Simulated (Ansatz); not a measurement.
# KF: further runs on a relaxed guess

This session takes a relaxed cell of KF and sets out to repeat the electronic structure at other levels of theory.

Program: Ansatz 0.2.0. Level of theory: DFT PBE, scalar-relativistic, plane waves, PAW, unless a step names another level. These are calculated values, not measurements.

### 1 The structure to begin with

It takes space group Fm-3m (No. 225, cubic). The conventional cell has a = 5.421 Å, b = 5.421 Å, c = 5.421 Å, α = 90.00°, β = 90.00°, γ = 90.00°. K (site symmetry m-3m) has 6 F at 2.71 Å as nearest neighbours. Around F (site symmetry m-3m) lie 6 K at 2.71 Å.

As a file:

```cif
data_structure
_symmetry_space_group_name_H-M 'Fm-3m'
_symmetry_Int_Tables_number 225
_cell_length_a 5.4205
_cell_length_b 5.4205
_cell_length_c 5.4205
_cell_angle_alpha 90.000
_cell_angle_beta 90.000
_cell_angle_gamma 90.000
_cell_volume 159.27
loop_
_atom_site_label
_atom_site_type_symbol
_atom_site_symmetry_multiplicity
_atom_site_Wyckoff_symbol
_atom_site_fract_x
_atom_site_fract_y
_atom_site_fract_z
_atom_site_occupancy
K1 K 4 b 0.50000 0.00000 0.00000 1
F1 F 4 a 0.00000 0.00000 0.00000 1
```

It is the end of an earlier relaxation with the same method, from a distorted copy of a database structure. At a tolerance of 0.02 Å it has space group Fm-3m (No. 225); it has 19.91 Å³/atom, an uncorrected energy of -2.71 eV/atom over the elements and, on its mesh, gap 5.96 eV.

### 2 The same geometry with r2SCAN

input.yaml reads:

```yaml
crystal:
  lattice:
    - [0.0, 2.7102548202, 2.7102548202]
    - [2.7102548202, 0.0, 2.7102548202]
    - [2.7102548202, 2.7102548202, 0.0]
  atoms:
    - { symbol: K, position: [0.5, 0.5, 0.5] }
    - { symbol: F, position: [0.0, 0.0, 0.0] }
basis:
  ecutwfc: 500
kpoints:
  mp_grid: { grid: [8, 8, 8] }
  band_path:
    path:
      - [[0.0, 0.0, 0.0], [0.5, 0.0, 0.5], [0.625, 0.25, 0.625]]
      - [[0.375, 0.375, 0.75], [0.0, 0.0, 0.0], [0.5, 0.5, 0.5], [0.5, 0.25, 0.75], [0.5, 0.0, 0.5]]
    npoints: 14
hamiltonian:
  xc: r2scan
scf:
  occupations: { method: gaussian, width: 0.02 }
  n_extra_bands: 6
output:
  forces: true
  stress: true
  eigenvalues: true
  populations: true
  dos: { projected: true, de: 0.02, nscf_kmesh: { grid: [12, 12, 12] } }
  bader: true
  write_density: true
  write_potential: true
  elf: true
  volumetric_format: npy
```

Launch:

```bash
$ ansatz run input.yaml --threads 1 --pin off --max-ram 2048MiB --backend cpu --events-out ev --progress --plain --runs-dir out
```

The program printed:

```text
Warning: RAYON_NUM_THREADS=1 ignored (pool sized by the plan → 1); use --threads N
scf.n_extra_bands = 6 over 8 filled bands (N_el = 16.0): the run solves 14 bands
Engine: ansatz 0.2.0, x86_64-unknown-linux-gnu
Pseudopotentials: kind: paw
Pseudopotential: K, paw, valence charge 9, recommended cutoff 500 eV (meta_gga), K.paw.azcp
Pseudopotential: F, paw, valence charge 7, recommended cutoff 500 eV (meta_gga), F.paw.azcp
Functional definition: r2SCAN
  parameter k0 = 0.174
  parameter k1 = 0.065
  parameter a1 = 4.9479
  exchange = r2scan_x(k0 = k0, k1 = k1, a1 = a1)
  correlation = r2scan_c
Crystal: 2 atoms, lattice volume = 39.816 Å³
Basis set: ecut = 500 eV, 965 PW (Γ), exchange–correlation on 120×120×120 points (64 copies of the dense FFT grid, shifted against one another)
Bands: 14, of which v1, the nominal top of the filled ones, is band 8 counted from 1 (7 counted from 0)
Symmetry: 48 space group operations
Space group: Fm-3m (ITA 225), of the structure as read, at distance tolerance 3.4e-5 Å
k-points: 29 of 512
Non-local potential: K, projectors of the file, l = 0: 3, l = 1: 2, l = 2: 2
Non-local potential: F, projectors of the file, l = 0: 2, l = 1: 2, l = 2: 1
PAW form: soft (Blöchl's): semilocal exchange-correlation on the pseudo side does not see the compensation charge
PAW frozen core: K, regenerated for the run's functional (the file was generated under x = pbe(κ = 0.804, μ = 0.2195149727645171), c = pbe(β = 0.06672455060314922))
PAW frozen core: F, regenerated for the run's functional (the file was generated under x = pbe(κ = 0.804, μ = 0.2195149727645171), c = pbe(β = 0.06672455060314922))
PAW one-centre angular grid: K, 302 points (default); XC on 160 Gauss nodes
PAW one-centre angular grid: F, 302 points (default); XC on 160 Gauss nodes
Initial density: superposition of atomic densities (neutral atoms: chi_scale 0, normalization atom), corrected by the library's trained network
Initial wavefunctions: pseudopotential atomic-orbital guess
Functional: x = r2scan, c = r2scan; τ floored in thin density (d = 2e-4 eV/Å³)
SCF iter   1: F=—  HF=-2355.139134 eV  |F-HF|=—  |Δ(HF+E_count)|=         —  Δρ=7.52e-3  dr2=2.12e-2  dr2_τ=2.63e-2  ethr=1.77e-3  ⟨swp⟩=6.7  Hψ=2708  notcnv=0
preconditioner: auto → none  [insulator: Δε(μ)=6.933 eV  Ē_g=19.696 eV  σ=0.020 eV  W_gap=1.00  n_scr=14 (ndim 8)  ℏωp=22.0 eV  f_vac=0.144  D(μ)=0.00/eV (n_scr^D=0)  ε∞_Penn≈2.2]
SCF iter   2: F=—  HF=-2355.180083 eV  |F-HF|=—  |Δ(HF+E_count)|=   4.09e-2  Δρ=5.64e-3  dr2=4.88e-3  dr2_τ=1.02e-3  ethr=1.32e-4  ⟨swp⟩=3.0  Hψ=1032  notcnv=0  defer=49
SCF iter   3: F=—  HF=-2355.178900 eV  |F-HF|=—  |Δ(HF+E_count)|=   1.18e-3  Δρ=1.53e-3  dr2=3.27e-4  dr2_τ=6.36e-5  ethr=3.05e-5  ⟨swp⟩=2.0  Hψ=679  notcnv=0  defer=49
SCF iter   4: F=—  HF=-2355.178869 eV  |F-HF|=—  |Δ(HF+E_count)|=   3.17e-5  Δρ=1.80e-4  dr2=4.45e-6  dr2_τ=1.28e-6  ethr=2.05e-6  ⟨swp⟩=3.0  Hψ=649  notcnv=0  defer=49
SCF iter   5: F=—  HF=-2355.178873 eV  |F-HF|=—  |Δ(HF+E_count)|=   4.32e-6  Δρ=4.23e-5  dr2=3.84e-7  dr2_τ=1.09e-7  ethr=2.78e-8  ⟨swp⟩=2.0  Hψ=589  notcnv=0  defer=49
SCF iter   6: F=-2355.178873 eV  HF=-2355.178873 eV  |F-HF|=5.63e-9  |Δ(HF+E_count)|=   3.82e-7  Δρ=5.74e-6  dr2=5.56e-9  dr2_τ=1.50e-9  ethr=6.25e-10  ⟨swp⟩=11.1  Hψ=2782  notcnv=0
SCF 1 converged in 6 iterations: F = -2355.178873 eV  dr2 = 5.56e-9
NSCF: frozen V_eff on 86 k-points
NSCF: frozen V_eff on 72 k-points
SCF converged after 6 iterations
Free energy (F): -2355.178873 eV
Harris-Foulkes:  -2355.178873 eV  (|F-HF|=5.63e-9)
Internal energy: -2355.178873 eV  (E = F + TS)
E sigma→0 (E₀):  -2355.178873 eV
Fermi energy:    3.936854 eV
--- Per-component energies (eV) ---
  E_band       = -144.300332
  E_kinetic    = 463.027854
  E_local      = -1134.352708  (includes V_loc(G=0)·N_el)
  E_nonlocal   = 85.167019
  E_hartree    = 410.210253
  E_xc         = -214.365226
  E_vxc        = -304.545338  (∫ρ·V_xc dr)
  E_paw        = -990.578682  (= ΣΔE_a)
  E_vpaw       = -94.108644  (= ΣTr[D̂ρ^β])
  E_aug_tail   = 0.001109  (compensation charges beyond the density's cutoff)
  E_vtau       = 20.091833  (kinetic-family band-sum trace: ∫τ·v_τ [+ j·A + Jᵃ·Aᵃ] dr)
  E_ewald      = -974.060915
  E_core_change = -0.227577  (= ΣΔE_core)
  E_smearing   = -0.000000  (= −TS)
  E_closure    = -0.000000  (closes the sum)
  Σ components = -2355.178873   (vs F -2355.178873, Δ=0.00e0)
--- Forces (eV/Å), atoms counted from 1 ---
  atom   1  K      0.00000000    -0.00000000    -0.00000000
  atom   2  F     -0.00000000     0.00000000    -0.00000000
  max |Σ_I F_I| component: 3.24e-29 eV/Å
--- Stress (GPa, compression-positive) ---
       -1.752613       0.000000       0.000000
        0.000000      -1.752613       0.000000
        0.000000       0.000000      -1.752613
  P = ⅓ Tr σ = -1.7526 GPa (-17.526 kbar)
--- Band table (eV; the first three rows and the last of 29) ---
  k-point 0: bands = ["-26.5348", "-19.1359", "-9.0461", "-9.0461", "-9.0461", "0.6329", "0.6329", "0.6329", "7.2407", "11.9709", "11.9709", "11.9709", "13.7361", "13.7361"]
  k-point 1: bands = ["-26.5236", "-19.1456", "-9.0838", "-9.0510", "-9.0510", "0.5086", "0.5870", "0.5870", "7.6567", "11.6727", "12.1744", "12.1744", "13.8642", "13.8642"]
  k-point 2: bands = ["-26.4961", "-19.1691", "-9.1740", "-9.0627", "-9.0627", "0.2412", "0.4783", "0.4783", "8.7054", "11.2493", "12.6789", "12.6789", "14.2671", "14.2671"]
  k-point 28: bands = ["-26.4377", "-19.1682", "-9.3819", "-9.3819", "-9.1277", "0.2730", "0.4694", "0.4694", "10.8161", "10.8161", "12.5179", "14.6632", "15.3762", "16.2247"]
--- Löwdin populations: 2 sites ---
  site symbol       q [e]
     0      K      8.1345
     1      F      7.7942
  spilling = 0.004453 (of n_electrons = 16.000000)
--- Bader charges: 2 sites ---
  site symbol  charge [e]  shift [e]
     0      K      0.8765     0.0000
     1      F     -0.8765     0.0000
  estimated error of the sums over rays = 6.2e-5 e
```

Wall time 17 s (1 thread of Intel Xeon Platinum 8259CL at 2.50GHz (Skylake/Cascade Lake), shared host); peak memory 0.53 GiB.

Per atom:

```csv
atom,Löwdin electrons,Bader charge (e),Bader volume (Å³)
K1,8.13,+0.88,20.4
F2,7.79,-0.88,19.4
```

bands.tsv at the labelled points (eV, zero at the valence-band top; the bands nearest the gap):

```tsv
point	band 6	band 7	band 8	band 9	band 10
Γ	0.00	0.00	0.00	6.61	11.34
X	-0.22	-0.06	-0.06	8.74	10.99
U	-0.31	-0.20	-0.18	9.44	11.10
K	-0.31	-0.20	-0.18	9.44	11.10
Γ	0.00	0.00	0.00	6.61	11.34
L	-0.72	-0.30	-0.30	9.50	10.92
W	-0.36	-0.16	-0.16	10.18	10.18
X	-0.22	-0.06	-0.06	8.74	10.99
```

Highest filled and lowest empty level along the path:

```
distance (1/Å)  highest filled (eV)  lowest empty (eV)
          0.00                 0.00               6.61
          0.33                -0.02               7.29
          0.66                -0.05               8.82
          0.99                -0.06               8.83
          1.22                -0.06               8.76
          1.33                -0.08               8.89
          1.45                -0.13               9.14
          1.57                -0.18               9.44
          1.83                -0.16               9.81
          2.18                -0.08               8.61
          2.54                -0.02               7.06
          2.87                 0.00               6.64
          3.16                -0.09               7.42
          3.44                -0.22               8.75
          3.73                -0.30               9.48
          3.98                -0.29               9.58
          4.21                -0.23               9.84
          4.45                -0.18              10.11
          4.66                -0.16              10.01
          4.83                -0.12               9.40
          4.99                -0.08               8.95
          5.16                -0.06               8.75
```

Counts of states by energy window (eV from the valence-band top), total and by projection:

| from | to | total | K 4s | F 2p |
| --- | --- | --- | --- | --- |
| -6 | -5 | 0.00 | 0.00 | 0.00 |
| -5 | -4 | 0.00 | 0.00 | 0.00 |
| -4 | -3 | 0.00 | 0.00 | 0.00 |
| -3 | -2 | 0.00 | 0.00 | 0.00 |
| -2 | -1 | 0.00 | 0.00 | 0.00 |
| -1 | 0 | 5.96 | 0.07 | 5.76 |
| 0 | 1 | 0.04 | 0.00 | 0.04 |
| 1 | 2 | 0.00 | 0.00 | 0.00 |
| 2 | 3 | 0.00 | 0.00 | 0.00 |
| 3 | 4 | 0.00 | 0.00 | 0.00 |
| 4 | 5 | 0.00 | 0.00 | 0.00 |
| 5 | 6 | 0.00 | 0.00 | 0.00 |
| 6 | 7 | 0.02 | 0.01 | 0.00 |
| 7 | 8 | 0.14 | 0.11 | 0.00 |
| 8 | 9 | 0.36 | 0.24 | 0.02 |
| 9 | 10 | 1.72 | 0.63 | 0.05 |
| 10 | 11 | 1.70 | 0.35 | 0.01 |

Below -6 eV lie 10 or so more states.

The maps below are laid out on this run's own conventional cell (a, b, c = 5.421, 5.421, 5.421 Å).

Density in a lattice plane of the grid's cell (edges 5.42 and 5.42 Å, at 0.000 of the third edge), which holds K and F.

Values in e/Å³, 12 rows by 12 columns:
```
 4.97  1.82  0.27  0.08  0.45  2.18  3.43  2.18  0.45  0.08  0.27  1.83
 0.46  0.27  0.08  0.03  0.11  0.45  0.77  0.45  0.11  0.03  0.08  0.27
 0.11  0.08  0.03  0.02  0.03  0.08  0.11  0.08  0.03  0.02  0.03  0.08
 0.77  0.45  0.11  0.03  0.08  0.27  0.46  0.27  0.08  0.03  0.11  0.45
 3.43  2.18  0.45  0.08  0.27  1.82  4.97  1.83  0.27  0.08  0.45  2.18
 4.02  3.43  0.77  0.11  0.46  4.97 13.95  4.97  0.46  0.11  0.77  3.43
 3.43  2.18  0.45  0.08  0.27  1.83  4.97  1.82  0.27  0.08  0.45  2.18
 0.77  0.45  0.11  0.03  0.08  0.27  0.46  0.27  0.08  0.03  0.11  0.45
 0.11  0.08  0.03  0.02  0.03  0.08  0.11  0.08  0.03  0.02  0.03  0.08
 0.46  0.27  0.08  0.03  0.11  0.45  0.77  0.45  0.11  0.03  0.08  0.27
 4.97  1.83  0.27  0.08  0.45  2.18  3.43  2.18  0.45  0.08  0.27  1.82
13.95  4.97  0.46  0.11  0.77  3.43  4.02  3.43  0.77  0.11  0.46  4.97
```
Columns run along the first of these edges and rows up along the second, over one cell in 12 and 12 even steps from the bottom left corner. Atoms in the plane (fractional): K at (0.00, 0.50), K at (0.50, 0.00), F at (0.00, 0.00), F at (0.50, 0.50).

ELF in the same plane.

Ten even steps from '0' (0.00) to '9' (0.87):
```
789861028998889982016898
998751016999999961015789
877530003789998730003577
322100000234443200000122
000000000000000000000000
443200000122322100000234
998730003577877530003789
999961015789998751016999
889982016898789861028998
579983016986468961038997
889982016898789861028998
999961015789998751016999
998730003577877530003789
443200000122322100000234
000000000000000000000000
322100000234443200000122
877530003789998730003577
998751016999999961015789
789861028998889982016898
468961038997579983016986
```
Columns run along the first of these edges and rows up along the second, over one cell in 24 and 20 even steps from the bottom left corner. Atoms in the plane (fractional): K at (0.00, 0.50), K at (0.50, 0.00), F at (0.00, 0.00), F at (0.50, 0.50).

Both are smooth fields of the valence electrons: close to the nuclei they are not physical.

Maxima of ELF outside the ion cores: 0.82 in the shell around F, 0.6 Å from F.

[end of part 1 of 2]
